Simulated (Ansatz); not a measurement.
# Ga: stress in a strained cell

Ga is deformed so: equal xy, yz and zx engineering shear strains of +2 %. What stress and forces result, by LAPW, PAW and all-electron datasets made for the crystal?

Computed with Ansatz 0.2.0 (DFT PBE, scalar-relativistic, unless a step's input says otherwise).

### Step 1. The structure to begin with

It takes space group Cmcm (No. 63, orthorhombic). The conventional cell has a = 2.900 Å, b = 8.130 Å, c = 3.170 Å, α = 90.00°, β = 90.00°, γ = 90.00°. Ga (site symmetry m2m) is surrounded by 8 Ga at 2.68 to 2.90 Å.

As a file:

```
CELL_PARAMETERS angstrom
1.45000 -4.06500 0.00000
1.45000 4.06500 0.00000
0.00000 0.00000 3.17000
ATOMIC_POSITIONS crystal
Ga 0.86700 0.13300 0.25000
Ga 0.13300 0.86700 0.75000
```

Atoms are numbered in the order of the input: Ga1, Ga2.

### Step 2. After the deformation

Space group Cmcm before, P-1 after.

### Step 3. All-electron LAPW

File input.yaml:

```yaml
crystal:
  lattice:
    - [1.40935, -4.0505, -0.02615]
    - [1.49065, 4.0795, 0.05515]
    - [0.0317, 0.0317, 3.17]
  atoms:
    - { symbol: Ga, position: [0.867, 0.133, 0.25] }
    - { symbol: Ga, position: [0.133, 0.867, 0.75] }
kpoints:
  mp_grid: { grid: [12, 12, 10] }
  band_path:
    path:
      - [0.0, 0.0, 0.0]
      - [0.5, -0.5, 0.0]
      - [0.0, 0.0, 0.5]
      - [0.0, 0.0, 0.0]
      - [0.0, -0.5, 0.0]
      - [-0.5, 0.0, -0.5]
      - [0.0, 0.0, 0.0]
      - [0.0, -0.5, -0.5]
      - [-0.5, 0.0, 0.0]
    npoints: 5
scf:
  occupations: { method: fermi_dirac, width: 0.08 }
hamiltonian:
  xc: pbe
  pseudopotentials: { kind: all_electron, lapw: { basis_error: 0.001 } }
output:
  forces: true
  stress: true
  eigenvalues: true
```

The run is started by

```console
ansatz run input.yaml --threads 1 --pin off --max-ram 3072MiB --backend cpu --events-out ev --progress --plain --runs-dir out
```

### Step 4. Frozen-core PAW

File input.yaml:

```yaml
crystal:
  lattice:
    - [1.40935, -4.0505, -0.02615]
    - [1.49065, 4.0795, 0.05515]
    - [0.0317, 0.0317, 3.17]
  atoms:
    - { symbol: Ga, position: [0.867, 0.133, 0.25] }
    - { symbol: Ga, position: [0.133, 0.867, 0.75] }
kpoints:
  mp_grid: { grid: [12, 12, 10] }
scf:
  occupations: { method: fermi_dirac, width: 0.08 }
hamiltonian:
  xc: pbe
  pseudopotentials: { kind: paw }
output:
  forces: true
  stress: true
  eigenvalues: true
  efg: { contact_densities: true }
```

### Step 5. Datasets made for this crystal

input.yaml, as its differences from that of step 4:

```diff
@@ -14,3 +14,3 @@
   xc: pbe
-  pseudopotentials: { kind: paw }
+  pseudopotentials: { kind: all_electron, datasets: crystal }
 output:
```

(Steps that only read results are left out.)

What does the calculation give? Wanted: pressure; largest shear or deviatoric stress.

As calculated:

| quantity | value |
| --- | --- |
| pressure | LAPW 1.70, PAW 1.67, crystal datasets 1.69 GPa |
| largest shear or deviatoric stress (LAPW) | 2.38 GPa |

In words: The largest part of the stress beyond the pressure is 2.38 GPa in size, in the xx component; the atoms are carried along and not relaxed. No run of the undeformed cell stands beside it, so the pressure holds what the given cell had before the change. PAW: stress within 0.03 GPa of LAPW, forces within 1 meV/Å. Crystal datasets: stress within 0.01 GPa of LAPW, forces within 1 meV/Å.
